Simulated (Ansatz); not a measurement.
**ZnS: the cell at several levels of theory**

An exercise on one series of results from a longer session: the logs are not shown, and one member is left open.

Program: Ansatz 0.2.0. PAW datasets, plane waves, zero pressure. Note: simulated data, non-magnetic, for a generated structure that need not be the stable one.

## The cell

This is the cell as the run starts from it, not yet at rest; its lengths are not the crystal's.

It is cubic, Fm-3m (No. 225); conventional cell a = 4.679 Å, 12.80 Å³ an atom. Near Zn stand 6 S at 2.34 Å; near S stand 6 Zn at 2.34 Å.

As a file:

```
Zn S
1.0
     0.00000    2.33934    2.33934
     2.33934    0.00000    2.33934
     2.33934    2.33934    0.00000
Zn S
1 1
Cartesian
  0.0000 0.0000 0.0000
  2.3393 2.3393 2.3393
```

Set-up of the first run:

File input.yaml:

```yaml
crystal:
  lattice:
    - [0.0, 2.339341, 2.339341]
    - [2.339341, 0.0, 2.339341]
    - [2.339341, 2.339341, 0.0]
  atoms:
    - { symbol: Zn, position: [0.0, 0.0, 0.0] }
    - { symbol: S, position: [0.5, 0.5, 0.5] }
kpoints:
  mp_grid: { grid: [8, 8, 8] }
hamiltonian:
  xc: pbe
scf:
  occupations: { method: fermi_dirac, width: 0.02 }
relax:
  f_tol: 0.005
  cell: {}
```

The run is started by

```sh
> ansatz run input.yaml --threads 2 --pin off --max-ram 2211MiB --backend cpu --events-out ev --progress --plain --runs-dir out
```

Among the steps run: Relaxation with PBE; Relaxing with r2SCAN; PBEsol: cell and atoms; Relaxation with LDA; Relaxing with HSE06.

One of the session's tables, all rows but one given; the rest of the session is left out.

```
 level  a (Å)  volume (Å³/atom)
   PBE  5.104            16.618
r2SCAN  5.062            16.214
PBEsol  5.018            15.799
   LDA      ?                 ?
 HSE06  5.079            16.380
```

**Question.** Estimate the row for LDA.

The run gave: a (Å): 4.967; volume (Å³/atom): 15.319. In the column «a (Å)» it is the lowest.

What this shows: The first relaxation changed the volume by +29.8 % from the start. The volume runs from LDA (least) to PBE (most), a spread of 8.5 %, or 2.8 % in length if all axes shared it alike. The meshes differ: PBE 8×8×8, r2SCAN 8×8×8, PBEsol 8×8×8, LDA 8×8×8, HSE06 6×6×6.
